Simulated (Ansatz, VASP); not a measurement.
AlN in VASP and in Ansatz

```
Al N
1.0
     0.00000    1.95127    1.95127
     1.95127    0.00000    1.95127
     1.95127    1.95127    0.00000
Al N
1 1
Cartesian
  0.0000 0.0000 0.0000
  1.9513 1.9513 1.9513
```

Change from the starting cell: volume scaled by 0.96, ions relaxed.

Alike in both runs: functional PBE; k mesh 13 × 13 × 13; occupations fermi-dirac, width 0.02 eV; no spin polarisation.

Ansatz relaxed the structure, and its values are those at the end. VASP's run is a single point on that final structure, the one shown.

|  | VASP | Ansatz |
| --- | --- | --- |
| version | VASP 6.6.1 | Ansatz 0.2.0 |
| potentials or method | VASP PAW PBE potentials, release 64 (Al, N) | plane-wave PAW, scalar-relativistic |
| plane-wave cutoff (eV) | 520 | 420 |
| valence electrons in the cell | 8 | 8 |

```csv
,VASP,Ansatz,Ansatz less VASP
gap on the k mesh at the Fermi level (eV),5.16,5.14,-0.013
pressure (GPa),40.6,40.9,+0.34
```

Ansatz warned: «stress_scf_threshold_loose».

Caveats: so large a pressure means that the cell lies far from this level's equilibrium, or that cutoff or potentials fall short (VASP); an odd mesh through Γ misses points on the zone boundary, where band edges often lie.
